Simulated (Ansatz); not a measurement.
C:

```
C
1.0
     2.61972    0.00000    0.00000
     0.00000    2.61972    0.00000
     0.00000    0.00000    2.61972
C
3
Direct
  0.00000 0.50000 0.50000
  0.50000 0.00000 0.50000
  0.50000 0.50000 0.00000
```

The cell was built by a generator and needn't be a form met in nature.

```yaml
Program: Ansatz 0.2.0
Task: relaxation of cell and atoms
Functional: revPBE
Potentials_or_basis: Ansatz PAW
Cutoff: "420 eV (not typed: the program's choice for these potentials)"
k_mesh: 10 × 10 × 10
Occupations: fermi-dirac, width 0.05 eV
Spin: no spin polarisation
```

At the start: volume 5.99 Å³/atom.

Q: How do energy, volume and symmetry change on relaxing?

A: It ends after 7 steps and the volume is 6.23 Å³/atom (+4.0 %); space group Pm-3m (No. 221, to 0.05 Å).

Step by step:
| step | energy change (eV) | largest force (eV/Å) | volume (Å³) |
| --- | --- | --- | --- |
| 1 | 0.0000 | 0.0000 | 17.98 |
| 2 | -0.0066 | 0.0000 | 18.19 |
| 3 | -0.0117 | 0.0000 | 18.62 |
| 4 | -0.0115 | 0.0000 | 18.69 |
| 5 | -0.0154 | 0.0000 | 18.69 |
| 6 | -0.0153 | 0.0000 | 18.70 |
| 7 | -0.0153 | 0.0000 | 18.70 |

Final structure:
```
C
1.0
     2.65433    0.00000    0.00000
     0.00000    2.65433    0.00000
     0.00000    0.00000    2.65433
C
3
Direct
  0.00000 0.50000 0.50000
  0.50000 0.00000 0.50000
  0.50000 0.50000 0.00000
```

Caveat: the plane-wave basis is chosen anew once the cell has moved, so the energies of steps on either side of that aren't comparable; the pressure holds a Pulay correction of +0.7 GPa for the finite cutoff; the PAW data sets come from PBE, with cores solved anew for the run's functional, which leaves a small shift of forces and pressure.
